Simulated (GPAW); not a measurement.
# Ge (I4_1/amd) in GPAW: band structure with r2SCAN

Aim: the band structure of Ge with r2SCAN.

Program: GPAW 26.7.0. These are calculated values, not measurements. Logs are shortened: lines on timing, memory, paths and dates and some standing lists are left out, and cuts for length are marked. The log counts tension as positive stress, the text compression.

## 1. The crystal as given

The structure is tetragonal, space group I4_1/amd (No. 141). Conventional cell: a = 5.149 Å, b = 5.149 Å, c = 2.795 Å, α = 90.00°, β = 90.00°, γ = 90.00°. Around Ge (site symmetry -4m2) lie 6 Ge at 2.67 to 2.79 Å.

This isn't the form of Ge at room conditions, which is diamond.

## 2. Band structure, r2SCAN, spin-orbit coupling, no magnetisation

run.py

```python
import numpy as np
from ase.dft.bandgap import bandgap
from ase.io import read, write
from ase.units import GPa
from gpaw import GPAW, PW
from gpaw.spinorbit import soc_eigenstates

atoms = read('Ge.xyz')

calc = GPAW(mode=PW(600),
            xc='MGGA_X_R2SCAN+MGGA_C_R2SCAN',
            kpts={'size': (8, 8, 8), 'gamma': True},
            occupations={'name': 'fermi-dirac', 'width': 0.05},
            nbands=11,
            convergence={'density': 1e-05, 'energy': 1e-05},
            maxiter=150,
            txt='gpaw.txt')
atoms.calc = calc
energy = atoms.get_potential_energy()
forces = atoms.get_forces()
stress = atoms.get_stress()
calc.write('gs.gpw')
write('result.traj', atoms)
print(f'Energy: {energy:.6f} eV')
print('Forces (eV/A):')
print(forces.round(4))
print('Stress (GPa):', (stress / GPa).round(3))
print('Fermi level:', round(calc.get_fermi_level(), 4), 'eV')
print(f'Gap: {bandgap(calc)[0]:.4f} eV, direct: {bandgap(calc, direct=True)[0]:.4f} eV')

path = atoms.cell.bandpath('GXMGZPNZ1M,XP', npoints=80, eps=1e-4)
bs_calc = calc.fixed_density(kpts=path, symmetry='off', nbands=20,
                             convergence={'bands': 'CBM+6.0', 'eigenstates': 1e-6}, txt='bands.txt')
bs = bs_calc.band_structure()
bs.write('bs.json')
print(f'Gap on the path: {bandgap(bs_calc)[0]:.4f} eV')

soc = soc_eigenstates(bs_calc, theta=90, phi=0, ignore_xc_potential=True)
np.savetxt('soc_bands.dat', soc.eigenvalues(), fmt='%.4f')
mesh = soc_eigenstates('gs.gpw', theta=90, phi=0, ignore_xc_potential=True)
np.savetxt('soc_mesh.dat', mesh.eigenvalues(), fmt='%.4f')
print('Fermi level with spin-orbit coupling:', round(mesh.fermi_level, 4), 'eV')
```

Ge.xyz

```xyz
2
Lattice="-2.5744897190 2.5744897190 1.3974126432 2.5744897190 -2.5744897190 1.3974126432 2.5744897190 2.5744897190 -1.3974126432" Properties=species:S:1:pos:R:3 pbc="T T T"
Ge     0.0000000000      0.0000000000      1.3974126432
Ge     2.5744897190      0.0000000000      0.6987063216
```

Potentials or basis: GPAW PAW data sets (gpaw-data 1.2.1), pw.

Started as:

```
$ OMP_NUM_THREADS=1 python run.py
```

gpaw.txt:

```text
__  _  _
 | _ |_)|_||  |
 |__||  | ||/\| - 26.7.0

Input parameters:
  mode=PW(ecut=600.0),
  convergence={'density': 1e-05, 'energy': 1e-05},
  kpts=MonkhorstPack(size=(8, 8, 8), gamma=True),
  maxiter=150,
  nbands=11,
  occupations=Occupations(name='fermi-dirac', width=0.05),
  xc=XC(name='MGGA_X_R2SCAN+MGGA_C_R2SCAN')

Diagonalizing LCAO Hamiltonian
Converting LCAO to pw mode

       Ge    Ge

Atoms  # Å, Bohr magnetons
|   | symbol |        x |        y |        z |    initial magnetic moments |
|---|--------|----------|----------|----------|-----------------------------|
| 0 |     Ge | 0.000000 | 0.000000 | 1.397413 | ( 0.0000,  0.0000,  0.0000) |
| 1 |     Ge | 2.574490 | 0.000000 | 0.698706 | ( 0.0000,  0.0000,  0.0000) |

Unit cell  # Å
| periodic |         x |         y |         z |  lengths |     angles |
|----------|-----------|-----------|-----------|----------|------------|
|      yes | -2.574490 |  2.574490 |  1.397413 | 3.899841 |  97.376984 |
|      yes |  2.574490 | -2.574490 |  1.397413 | 3.899841 |  97.376984 |
|      yes |  2.574490 |  2.574490 | -1.397413 | 3.899841 | 138.005201 |

Number of symmetries: 8
Symmetry operations  # r_c * U_cc + t_c -> r_c
|   | kind |            matrix            |
|---|------|------------------------------|
| 0 |  σ   |  1, 1, 1,  0, 0,-1,  0,-1, 0 |
| 1 |  E   |  1, 0, 0,  0, 1, 0,  0, 0, 1 |
| 2 |  C2  |  0, 1, 0,  1, 0, 0, -1,-1,-1 |
| 3 |  S4  |  0, 0, 1, -1,-1,-1,  0, 1, 0 |
| 4 |  σ   |  0, 0,-1,  1, 1, 1, -1, 0, 0 |
| 5 |  C2  |  0,-1, 0, -1, 0, 0,  0, 0,-1 |
| 6 |  C2  | -1, 0, 0,  0,-1, 0,  1, 1, 1 |
| 7 |  S4  | -1,-1,-1,  0, 0, 1,  1, 0, 0 |

BZ-sampling:
  Number of BZ points: 512
  Number of IBZ points: 59

  Monkhorst-Pack size: [8, 8, 8]
  Monkhorst-Pack shift: [0.0625, 0.0625, 0.0625]

K-points  # in reciprocal-cell coordinates
|     |                                coordinates |     weight |
|-----|--------------------------------------------|------------|
|   0 | (  0.00000000,   0.00000000,   0.00000000) | 0.00195312 |
|   1 | (  0.12500000,  -0.12500000,   0.00000000) | 0.00781250 |
|   2 | (  0.12500000,  -0.12500000,   0.12500000) | 0.00781250 |
|   3 | (  0.12500000,   0.00000000,   0.00000000) | 0.01562500 |
|   4 | (  0.12500000,   0.12500000,  -0.12500000) | 0.00390625 |
|   5 | (  0.25000000,  -0.25000000,   0.00000000) | 0.00781250 |
|   6 | (  0.25000000,  -0.25000000,   0.12500000) | 0.01562500 |
|   7 | (  0.25000000,  -0.25000000,   0.25000000) | 0.00781250 |
|   8 | (  0.25000000,  -0.12500000,   0.00000000) | 0.03125000 |
|   9 | (  0.25000000,  -0.12500000,   0.12500000) | 0.01562500 |
| ... |                                            |            |
|  58 | (  0.50000000,   0.50000000,   0.50000000) | 0.00195312 |

Plane wave coefficients: 1258
Cutoff: 600.0 eV

Spin-components: 1 (collinear spins)
Bands:           11
Projectors:      10
Spin-degeneracy: 2
Datatype:        complex128

Parallelization:
  kpt:    1
  domain: 1
  band:   1

Density:
  Valence electrons: 8.0
  Components: 1
  Grid points: [24 24 24]
  Charge: 0.0  # |e|

Potential:
  Grid points: [24 24 24]

species:
  Ge:
    name:    Germanium
    Z:       32.0
    valence: 4
    core:    28
    charge:  0.0  # [|e|]
    compensation charges:
      type: gauss
      rc: 0.32  # [Å]
      lmax: 2
    cutoffs:
      filter: 1.77  # [Å]
      core: 3.42  # [Å]
    projectors
    | kind |    occ | energy [eV] | rcut [Å] |
    |------|--------|-------------|----------|
    |   4s |  2.000 |     -11.726 |    1.005 |
    |   4p |  2.000 |      -3.896 |    1.005 |
    |    s |        |      15.485 |    1.005 |
    |    p |        |      23.315 |    1.005 |
    |    d |        |       0.000 |    1.005 |

    Using partial waves for Ge as LCAO basis

Reference energy: -114195.275705  # eV

eigensolver:
  PPCG
  Converge bands: occupied
  niter=2

density mixing:
  MSR1-Mixer
  Pratt-step length: 0.05
  Maximum mixing coefficient: 0.75
  Old densities: 10
  SVD Regularization: 0.005
  Good broyden scale: 1.0
  Trust region scale: 1.0
  Backstep threshold: 4.0
  History deletion threshold: 6.0
  Fourier metric: weight=20.0, sigma=0.015

occupation numbers:
  Fermi-Dirac:
    width: 0.0500  # eV

poisson solver:
  ecut: 4800.0  # eV

xc functional:
  name: MGGA_X_R2SCAN+MGGA_C_R2SCAN with 2 nearest neighbor stencil

convergence criteria:
- Maximum integral of absolute [dens]ity change: 1e-05 electrons / valence electron
- Maximum [total energy] change in last 3 cyles: 1e-05 eV / valence electron
- Maximum integral of absolute [eigenst]ate change: 4e-08 eV^2 / valence electron
maximum number of iterations: 150

SCF iterations
|iter     | |      energy | eigst |  dens |
|---------|-|-------------|-------|-------|
|iter:   1| |  -25.003918 | -0.65 |       |
|iter:   2| |  -24.187938 | -2.31 | -1.21 |
|iter:   3| |-3903.478618 | +3.22 | -1.17 |
|iter:   4| |  -22.824814 | +2.15 | +1.20 |
|iter:   5| |  -24.249926 | -0.72 | -1.34 |
|iter:   6| |  -24.249444 | -2.92 | -1.73 |
|iter:   7| |  -24.249527 | -3.41 | -1.88 |
|iter:   8| |  -24.249541 | -5.53 | -2.75 |
|iter:   9| |  -24.249534c| -6.58 | -2.78 |
|iter:  10| |  -24.249534c| -6.98 | -3.11 |
|iter:  11| |  -24.249534c| -7.18 | -3.31 |
|iter:  12| |  -24.249535c| -7.66c| -3.63 |
|iter:  13| |  -24.249535c| -7.72c| -3.99 |
|iter:  14| |  -24.249535c| -8.00c| -4.37 |
|iter:  15| |  -24.249535c| -8.23c| -4.72 |
|iter:  16| |  -24.249535c| -8.93c| -6.37c|

Converged in 16 steps
Energy contributions relative to reference atoms: (reference = -114195.275705)

Energy contributions:
  Kinetic:          16.578861
  Coulomb:         -14.160385
  Zero:             -0.049011
  External:          0.000000
  Xc:              -26.615522
  Entropy:          -0.006956
  Spinorbit:         0.000000
  ----------------------------
  Free energy:     -24.253013
  Extrapolated:    -24.249535

dipole moment: (-3.286785, -13.520638, 4.561642)  # |e|*Ang

Fermi level: 7.837
Eigenvalues  # (at kpt = [0.000, 0.000, 0.000])
| band index |      eig [eV] | occ [0-2] |
|------------|---------------|-----------|
|          0 |        -6.059 |     2.000 |
|          1 |         3.735 |     2.000 |
|          2 |         5.337 |     2.000 |
|          3 |         5.337 |     2.000 |
|          4 |        11.616 |     0.000 |
|          5 |        15.872 |     0.000 |
|          6 |        15.873 |     0.000 |
|          7 |        16.440 |     0.000 |
|          8 |        16.678 |     0.000 |
|          9 |        19.776 |     0.000 |
|         10 |        20.690 |     0.000 |

No gap
No difference between direct/indirect transitions

Forces  # eV/Ang
|        x |       y |        z |
|----------|---------|----------|
| -0.00000 | 0.00000 |  0.00000 |  # Ge   0
|  0.00000 | 0.00000 | -0.00000 |  # Ge   1

Stress tensor  # eV/Ang^3
|        x |         y |         z |
|----------|-----------|-----------|
| 0.010297 |  0.000000 |  0.000000 |
| 0.000000 |  0.010297 | -0.000000 |
| 0.000000 | -0.000000 | -0.024055 |

# Writing to gs.gpw (mode='')
```

stdout:

```text
Energy: -24.249535 eV
Forces (eV/A):
[[-0.  0.  0.]
 [ 0.  0. -0.]]
Stress (GPa): [ 1.65   1.65  -3.854 -0.     0.     0.   ]
Fermi level: 7.8366 eV
Gap: 0.0000 eV, direct: 0.0000 eV
Gap on the path: 0.0000 eV
Fermi level with spin-orbit coupling: 7.8358 eV
```

bands.txt:

```text
Diagonalizing LCAO Hamiltonian
Converting LCAO to pw mode
convergence criteria:
- Maximum integral of absolute [eigenst]ate change: 1e-06 eV^2 / valence electron
maximum number of iterations: 150

SCF iterations
|iter     | |      energy | eigst |  dens |
|---------|-|-------------|-------|-------|
|iter:   1| |             | +0.22 |       |
|iter:   2| |             | -1.35 |       |
[... 84 lines left out ...]
         [ 0.125     ,  0.125     ,  0.375     ],
         [ 0.14583333,  0.14583333,  0.35416667],
         [ 0.16666667,  0.16666667,  0.33333333],
         [ 0.1875    ,  0.1875    ,  0.3125    ],
         [ 0.20833333,  0.20833333,  0.29166667],
         [ 0.22916667,  0.22916667,  0.27083333],
         [ 0.25      ,  0.25      ,  0.25      ]])),
  maxiter=150,
  nbands=20,
  occupations=Occupations(name='fermi-dirac', width=0.05),
  symmetry=Symmetry(point_group=False, time_reversal=False),
  xc=XC(name='MGGA_X_R2SCAN+MGGA_C_R2SCAN')
```

Run time: 1.9 min. Hardware: 1 thread of Arm Neoverse V2, shared host; peak memory 0.28 GiB.

Results:

- Free energy: -24.2530 eV
- Pressure: 0.2 GPa
- Band gap along the path: none (metal or under the smearing width)

Stress tensor (GPa, compression positive):
```
-1.65  0.00  0.00
 0.00 -1.65  0.00
 0.00  0.00  3.85
```

Levels at the corners of the path, in eV from the Fermi level:
```tsv
point	band 6	band 7	band 8	band 9	band 10	band 11
Γ	-2.58	-2.42	-2.42	3.78	3.78	7.85
X	0.59	0.59	0.59	2.22	2.22	2.22
M	-6.13	-6.13	-6.13	6.57	6.57	6.57
Γ	-2.58	-2.42	-2.42	3.78	3.78	7.85
Z	-3.98	-3.75	-3.75	-3.72	-3.72	4.12
P	-4.54	-4.51	-4.51	4.34	4.34	4.50
N	-2.63	-2.16	-2.16	-1.44	-1.44	2.83
Z1	-3.98	-3.75	-3.75	-3.72	-3.72	4.12
M	-6.13	-6.13	-6.13	6.57	6.57	6.57
X	0.59	0.59	0.59	2.22	2.22	2.22
P	-4.54	-4.51	-4.51	4.34	4.34	4.50
```

Caveat: spin-orbit coupling was added after a scalar SCF, so levels and gaps hold it while energy, forces, pressure and moments don't; this program's spin-orbit splittings come out too wide for heavy elements; the PAW data sets were made with another functional, which shifts forces and pressure a little.
